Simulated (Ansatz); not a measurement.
## TiAl: tetragonal deformation path

These are results of DFT PBE, scalar-relativistic, plane waves, PAW (Ansatz 0.2.0), not measurements. The runs took a 420 eV cutoff, a Γ-centred 24×24×16 mesh and Gaussian smearing (0.15 eV). No spin polarisation. Energies are free energies at this smearing, counted from the undisturbed cell; pressure is positive in compression.

The undisturbed cell (relaxed at this level; it needn't be the usual structure):

```xyz
2
Lattice="2.8221 0.0000 0.0000 0.0000 2.8221 0.0000 0.0000 0.0000 4.0768" Properties=species:S:1:pos:R:3 pbc="T T T"
Ti    0.0000    0.0000    0.0000
Al    1.4110    1.4110    2.0384
```

At fixed volume and fractional coordinates, lengths along (0.000, 0.000, 1.000) are scaled against those across it; ρ is that ratio over its starting value. The cell is metallic on the mesh throughout.

Problem. Over the sampled range (0.800 to 1.300), is the undisturbed cell the lowest point?

Solution. Yes, every other sampled point lies higher.

The scan:

| ρ | ΔE (meV/atom) |
| --- | --- |
| 0.800 | 90.4 |
| 0.850 | 53.7 |
| 0.920 | 16.1 |
| 0.960 | 4.3 |
| 1.000 | 0.0 |
| 1.050 | 7.7 |
| 1.100 | 29.3 |
| 1.200 | 110.8 |
| 1.300 | 251.1 |

Cost: 9 runs of about 1.5 core-minutes in all, on Intel Xeon 6975P-C (Granite Rapids) (shared hosts).